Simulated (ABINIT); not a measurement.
# Si2Mo (I4/mmm) in ABINIT: a series of runs

The runs below take Si2Mo through optical spectrum, positron lifetime, with PBE, LDA.

Everything below comes from runs of ABINIT 10.8.3 (patched build). Logs are shortened: lines on timing, memory, paths and dates and some standing lists are left out, and cuts for length are marked. The log counts tension as positive stress, the text compression.

## Step 1: The crystal as given

It takes space group I4/mmm (No. 139, tetragonal). Conventional cell: a = 3.200 Å, b = 3.200 Å, c = 7.861 Å, α = 90.00°, β = 90.00°, γ = 90.00°. Around Mo (site symmetry 4/mmm) lie 10 Si at 2.62 Å. Si (site symmetry 4mm) is surrounded by 5 Si at 2.61 to 2.63 Å and 5 Mo at 2.62 Å.

## Step 2: Optical spectrum, PBE

run.abi

```
# Datasets
ndtset 3

# Pseudopotentials
pp_dirpath "./"
pseudos "Mo.upf, Si.upf"

# Structure
acell 3*1.0
rprim
    -3.0235617994     3.0235617994     7.4275685328
     3.0235617994    -3.0235617994     7.4275685328
     3.0235617994     3.0235617994    -7.4275685328
ntypat 2
znucl 42 14
natom 3
typat 1 2 2
xred
            0.0            0.0            0.0
   0.6670000000   0.6670000000            0.0
   0.3330000000   0.3330000000            0.0

# Plane-wave basis
ecut 35.0

# k points
ngkpt 12 12 12
nshiftk 1
shiftk 0.0 0.0 0.0
istwfk *1

# Exchange and correlation
ixc 11

# Bands and occupations
occopt 3
tsmear 0.05 eV

# SCF cycle
nstep 80

# Output
iomode 3
prteig 0
prtebands 0

# Dataset 1: ground state
nband1 15
tolvrs1 1.0e-12
prtden1 1
prtwf1 0
kptopt1 1

# Dataset 2: empty bands at fixed density
iscf2 -3
getden2 1
nband2 23
nbdbuf2 4
tolwfr2 1.0e-12
nstep2 120
prtden2 0
kptopt2 1

# Dataset 3: wave functions and velocity matrix elements in the full zone
optdriver3 8
wfk_task3 "wfk_optics_fullbz"
getwfk3 2
nband3 19
kptopt3 1
prtevk3 1
inclvkb3 2
```

optic.abi

```
&FILES
 ddkfile_1 = 'runo_DS3_1_EVK.nc',
 ddkfile_2 = 'runo_DS3_2_EVK.nc',
 ddkfile_3 = 'runo_DS3_3_EVK.nc',
 wfkfile = 'runo_DS3_WFK.nc'
/
&PARAMETERS
 broadening = 0.005512,
 domega = 0.002,
 maxomega = 0.8,
 scissor = 0.000000,
 tolerance = 0.002
/
&COMPUTATIONS
 num_lin_comp = 2,
 lin_comp = 11,33,
 num_nonlin_comp = 0
/
```

Potentials or basis: PseudoDojo NC SR PBE v0.4.1 standard.

Started as:

```console
$ abinit run.abi > log 2>&1
$ optic optic.abi > optic.log 2>&1
```

run.abo:

```text
.Version 10.8.3 of ABINIT
 DATASET    1 : space group I4/m m m (#139); Bravais tI (body-center tetrag.)
================================================================================
 Values of the parameters that define the memory need for DATASET  1.
     intxc =       0    ionmov =       0      iscf =       7    lmnmax =       6
     lnmax =       6     mgfft =      48  mpssoang =       3    mqgrid =    3001
     natom =       3  nloc_mem =       1    nspden =       1   nspinor =       1
    nsppol =       1      nsym =      16    n1xccc =    2501    ntypat =       2
    occopt =       3   xclevel =       2
       mpw =        2714          nfft =      110592          nkpt =         163
================================================================================
================================================================================
[... 13 lines left out ...]
 DATASET    3 : space group I4/m m m (#139); Bravais tI (body-center tetrag.)
================================================================================
 Values of the parameters that define the memory need for DATASET  3.
     intxc =       0    ionmov =       0      iscf =       7    lmnmax =       6
     lnmax =       6     mgfft =      48  mpssoang =       3    mqgrid =    3001
     natom =       3  nloc_mem =       1    nspden =       1   nspinor =       1
    nsppol =       1      nsym =      16    n1xccc =    2501    ntypat =       2
    occopt =       3   xclevel =       2
       mpw =        2714          nfft =      110592          nkpt =         163
================================================================================
================================================================================

--------------------------------------------------------------------------------
------------- Echo of variables that govern the present computation ------------
--------------------------------------------------------------------------------
 -outvars: echo values of preprocessed input variables --------
            acell      1.0000000000E+00  1.0000000000E+00  1.0000000000E+00 Bohr
              amu      9.59400000E+01  2.80855000E+01
             ecut      3.50000000E+01 Hartree
           getden1          0
           getden2          1
           getden3          0
           getwfk1          0
           getwfk2          0
           getwfk3          2
             iscf1          7
             iscf2         -3
             iscf3          7
                       outvar_i_n : Printing only first  50 k-points.
              ixc          11
           jdtset        1    2    3
                       outvar_i_n : Printing only first  50 k-points.
         kptrlatt       12    0    0      0   12    0      0    0   12
          kptrlen      7.25654832E+01
            natom           3
            nband1         15
            nband2         23
            nband3         19
           nbdbuf1          0
           nbdbuf2          4
           nbdbuf3          0
           ndtset           3
            ngfft          48      48      48
[... 332 lines left out ...]
   0.00000    0.00000    0.00000    0.00000    0.00000    0.00000    0.00000
 prteigrs : prtvol=0 or 1, do not print more k-points.

--- !EnergyTerms
iteration_state     : {dtset: 2, }
comment             : Components of total free energy in Hartree
kinetic             :  2.56995990467939E+01
hartree             :  1.50088502640235E+01
xc                  : -1.35870492319282E+01
Ewald energy        : -6.27502804585548E+01
psp_core            :  2.80606963780593E+00
local_psp           : -5.56353793429141E+01
non_local_psp       :  9.66297016394474E+00
internal            : -7.87952199208291E+01
'-kT*entropy'       : -8.26808997559505E-05
total_energy        : -7.87953026017289E+01
...

--- !EnergyTermsDC
iteration_state     : {dtset: 2, }
comment             : '"Double-counting" decomposition of free energy'
band_energy         : -4.43828823527336E+00
Ewald energy        : -6.27502804585548E+01
psp_core            :  2.80606963780593E+00
xc_dc               : -1.44127206862024E+01
internal            : -7.87952197422246E+01
'-kT*entropy'       : -8.26808997559505E-05
total_energy_dc     : -7.87953024231244E+01
...

================================================================================
== DATASET  3 ==================================================================

--- !DatasetInfo
iteration_state: {dtset: 3, }
dimensions: {natom: 3, nkpt: 163, mband: 19, nsppol: 1, nspinor: 1, nspden: 1, mpw: 2714, }
cutoff_energies: {ecut:  35.0, pawecutdg:  -1.0, }
electrons: {nelect:   2.20000000E+01, charge:   0.00000000E+00, occopt:   3.00000000E+00, tsmear:   1.83746611E-03, }
meta: {optdriver: 8, wfk_task: 7, }
...

 mkfilename : getwfk/=0, take file _WFK from output of DATASET   2.

 Exchange-correlation functional for the present dataset will be:
  GGA: Perdew-Burke-Ernzerhof functional - ixc=11
  J.P.Perdew, K.Burke, M.Ernzerhof, PRL 77, 3865 (1996)

--------------------------------------------------------------------------------

 Computation of velocity matrix elements (DDK)

 Parameters extracted from the Abinit header:
    ecut:     35.0
    nkpt:    1728
    mband:   23
    nsppol:  1
    nspinor: 1
    useylm:  0
    inclvkb: 2
    bmin: 1, bmax: 23
    Computing diagonal and off-diagonal matrix elements
    Between band index bmin: 1, bmax: 23

== END DATASET(S) ==============================================================
================================================================================

 -outvars: echo values of variables after computation  --------
            acell      1.0000000000E+00  1.0000000000E+00  1.0000000000E+00 Bohr
           etotal1    -7.8795302423E+01
           etotal2    -7.8795302423E+01
           etotal3     0.0000000000E+00
            fcart1     1.9575110420E-19 -6.7161063379E-19 -0.0000000000E+00
                       1.0270608731E-18  2.7617843491E-18 -5.3616240126E-03
                      -1.2228119773E-18 -2.0901737153E-18  5.3616240126E-03
            fcart3     0.0000000000E+00  0.0000000000E+00  0.0000000000E+00
                       0.0000000000E+00  0.0000000000E+00  0.0000000000E+00
                       0.0000000000E+00  0.0000000000E+00  0.0000000000E+00
            rprim     -3.0235617994E+00  3.0235617994E+00  7.4275685328E+00
                       3.0235617994E+00 -3.0235617994E+00  7.4275685328E+00
                       3.0235617994E+00  3.0235617994E+00 -7.4275685328E+00
           strten1    -8.0359885885E-05 -8.0359885885E-05 -4.0427939075E-05
                       0.0000000000E+00  0.0000000000E+00  0.0000000000E+00
           strten3     0.0000000000E+00  0.0000000000E+00  0.0000000000E+00
                       0.0000000000E+00  0.0000000000E+00  0.0000000000E+00
           xangst      0.0000000000E+00  0.0000000000E+00  0.0000000000E+00
                       1.3376319501E-16 -9.8898455640E-17  5.2432869964E+00
                       3.8556339167E-17 -2.1150104970E-17  2.6177129982E+00
             xred      0.0000000000E+00  0.0000000000E+00  0.0000000000E+00
                       6.6700000000E-01  6.6700000000E-01  1.0895231060E-17
                       3.3300000000E-01  3.3300000000E-01  5.4394481902E-18
 Calculation completed.
```

optic_0001_0001-linopt.out:

```text
#calculated the component:  1  1  of dielectric function
 #broadening:    0.000000E+00    5.512000E-03
 #scissors shift:    0.000000E+00
 #energy window:    7.873550E+01eV    2.893476E+00Ha
 # Energy(eV)         Im(eps(w))
    2.721139E-01    2.278942E+00
    8.163416E-01    3.033808E+00
    1.360569E+00    5.860995E+00
    1.904797E+00    6.276323E+00
    2.449025E+00    1.367215E+01
    2.993252E+00    1.682075E+01
[... 32 lines left out ...]
    2.095277E+01    5.760212E-02
    2.149700E+01    4.690968E-02
[... 169 lines left out ...]
    1.904797E+00    4.465652E-01
    2.449025E+00    4.795782E-01
    2.993252E+00    4.866039E-01
[... 32 lines left out ...]
    2.095277E+01    7.503222E-01
    2.149700E+01    6.882507E-01
 # Energy(eV)         absorption coeff (in 10^6 m-1) = omega Im(eps) / c n(eps)
    1.632683E-01    2.229703E-01
    7.074960E-01    2.391051E+00
    1.251724E+00    8.409703E+00
    1.795951E+00    1.075960E+01
    2.340179E+00    2.788117E+01
    2.884407E+00    4.487814E+01
[... 32 lines left out ...]
    2.084392E+01    7.993949E+01
    2.138815E+01    5.769119E+01
```

It took 13 min on 1 thread of Arm Neoverse V1, shared host; peak memory 1.8 GiB.

What came out:

```
Free energy            : -2144.1294 eV
Pressure               : 2.0 GPa
Largest force          : 0.276 eV/Å
Band gap on the k mesh : none (metal or under the smearing width)
```

Forces in eV/Å, atoms in the order of the input:
```
Mo   0.000  0.000  0.000
Si   0.000  0.000 -0.276
Si   0.000  0.000  0.276
```

Stress tensor (GPa, compression positive):
```
2.36 0.00 0.00
0.00 2.36 0.00
0.00 0.00 1.19
```

Dielectric function (mean over the directions given):
```tsv
energy (eV)	real part	imaginary part
0.33	26.51	2.82
0.98	26.83	4.70
1.63	26.90	6.46
2.29	30.01	18.43
2.94	18.80	23.12
3.70	16.41	25.92
4.35	3.73	22.47
5.01	3.36	19.64
5.66	-1.01	23.66
6.31	-7.94	19.41
7.08	-10.54	12.77
7.73	-8.91	7.09
8.38	-7.77	5.48
9.03	-6.28	4.02
9.69	-5.64	2.92
10.45	-4.33	1.97
11.10	-3.64	1.52
11.76	-3.20	1.42
12.41	-2.74	1.06
13.06	-2.31	0.91
13.82	-1.93	0.76
14.48	-1.72	0.65
15.13	-1.47	0.48
15.78	-1.28	0.39
16.44	-1.10	0.29
17.20	-0.86	0.21
17.85	-0.68	0.15
18.50	-0.53	0.12
19.16	-0.40	0.10
19.92	-0.27	0.09
```

Caveat: the intraband (Drude) term is left out; spectra need much finer meshes, so this one isn't converged; independent-particle spectra lack excitons.

[end of part 1 of 2]
